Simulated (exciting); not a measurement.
The N K edge of atom 2 in GaN, space group F-43m, with 4 Ga at 1.95 Å (tetrahedral, site symmetry -43m), was computed at 2 levels: exchange and screened direct term (singlet BSE) and independent particles. Common settings: exciting, all-electron LAPW+lo, LDA, 6×6×6 shifted k points, 11 conduction bands, |G+q| up to 3 bohr⁻¹, full RPA screening with nempty = 30, Lorentzian half width 0.45 eV.

Energy from the Kohn–Sham onset, core level to the lowest empty state found on the meshes used; all runs on one relative scale:

```
E (eV)  run 1  run 2
  -2.5   0.03   0.01
  -2.0   0.04   0.01
  -1.5   0.05   0.02
  -1.0   0.07   0.02
  -0.5   0.09   0.02
   0.0   0.15   0.03
   0.5   0.27   0.04
   1.0   0.52   0.07
   1.5   0.96   0.10
   2.0   1.25   0.16
   2.5   1.14   0.24
   3.0   1.02   0.34
   3.5   0.95   0.41
   4.0   0.92   0.45
   4.5   0.90   0.48
   5.0   0.70   0.56
   5.5   0.47   0.87
   6.0   0.39   0.94
   6.5   0.39   0.66
   7.0   0.60   0.44
   7.5   0.60   0.47
   8.0   0.44   0.71
   8.5   0.37   0.77
   9.0   0.34   0.68
   9.5   0.31   0.68
  10.0   0.25   0.68
  10.5   0.20   0.57
  11.0   0.19   0.44
  11.5   0.18   0.40
  12.0   0.15   0.39
  12.5   0.13   0.32
  13.0   0.11   0.25
  13.5   0.09   0.19
  14.0   0.08   0.16
  14.5   0.07   0.12
  15.0   0.08   0.10
  15.5   0.10   0.10
  16.0   0.13   0.12
  16.5   0.15   0.15
  17.0   0.15   0.18
  17.5   0.13   0.19
  18.0   0.12   0.16
  18.5   0.12   0.14
```

Which run is which, and why?

Run 1: exchange and screened direct term (singlet BSE); highest local maximum in the window at 2.0 eV. Run 2: independent particles; highest local maximum in the window at 5.8 eV. The attractive direct term pulls weight down: the curves pass 0.19 at 0.2 and 2.2 eV in the order of the runs. Fine structure above the first lines is partly noise of the 216-point mesh.

[Banner, clock and machine lines of the logs are left out without a mark of their own.]

[Logs are printed without paths, hosts, clocks, repeated set-up lines and the standing remarks that a program may print on its own settings, such as how far it seeks lower states.]

[Hosts, paths, dates, database ids (printed as entryN), source tags and the programs' standing remarks are cut or masked in the printed files.]
